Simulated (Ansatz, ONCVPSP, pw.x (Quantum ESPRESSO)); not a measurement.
Equation-of-state test of one ONCV potential (gadolinium (Gd))

| Property | Result |
| --- | --- |
| Element | Gd |
| Generator | ONCVPSP 4.0.1.1 (patched build) |
| Type | optimised norm-conserving Vanderbilt (ONCV) |
| Functional | PBE |
| Relativity | scalar-relativistic |
| Frozen core | [Kr] 4d10 |
| Valence charge | 18 |
| Reference configuration | 4f7 5s2 5p6 5d1 6s1.5 (charge +0.5) |
| Partial waves | 5s+6s: rc 2.15 bohr, ncon 4, nbas 7, qcut 4.8 1/bohr, 2 projectors; 5p: rc 2.15 bohr, ncon 4, nbas 8, qcut 8 1/bohr, 2 projectors, debl 3.9 Ha; 5d: rc 3.45 bohr, ncon 4, nbas 8, qcut 5.5 1/bohr, 2 projectors, debl 1.7 Ha; 4f: rc 1.50 bohr, ncon 3, nbas 7, qcut 12.4 1/bohr, 2 projectors, debl 1.1 Ha |
| Local potential | polynomial inside 1.35 bohr (lpopt 5, dvloc0 -1 Ha) |
| Core correction | none |

Crystal test: diamond Gd in pw.x 7.5, no spin, 8³ k-points, Fermi–Dirac smearing 0.01 Ry, cutoffs 155/620 Ry. The reference is all-electron LAPW (Ansatz 0.2.0) with the same functional, mesh and smearing; V0 and B0 come from Birch–Murnaghan fits to the pressures at five volumes. Errors are pseudo minus all-electron; Δ is the rms difference of the E(V) curves that follow from these fits, minima aligned, over ±6 % about the mean V0. Mesh and smearing are coarse, so the numbers serve the comparison and aren't converged zero-temperature values; the lattice is a test structure that the element need not adopt. Spin polarisation and strong correlation are left out, which matters for this element.

All-electron: a0 = 5.561 Å (V0 = 21.50 Å³/atom), B0 = 79.7 GPa.

How far does the potential miss the all-electron equation of state?

mean pressure error (GPa): +3.05; a0 (Å): 5.627; a0 error (%): +1.18; B0 error (%): -6.1; Δ (meV/atom): 13.3. The largest radius (3.45 bohr) exceeds half the bond length (2.28 bohr), so the spheres overlap, which is one possible source of error among others. This is a poor potential for the solid. The generator flags a localised state at positive energy (s at 30 eV, d at 34 eV).

| V (Å³/atom) | P all-electron (GPa) | P pseudo (GPa) |
| --- | --- | --- |
| 20.431 | 4.77 | 8.67 |
| 20.968 | 2.16 | 5.54 |
| 21.506 | -0.02 | 2.96 |
| 22.044 | -1.84 | 0.81 |
| 22.581 | -3.35 | -0.99 |

At the middle volume, how do free energy and pressure move when the wave cutoff is lowered (ecutrho kept at four times it)?

```
cutoff (Ry)  shift of F (meV/atom)  shift of P (GPa)
         70               +55925.7          -1206.42
```

The run at the middle volume (29 k-points, 18 iterations) took about 6.6 min on one core of a shared host (Neoverse-N1, 64 threads, 124 GiB, load 58).
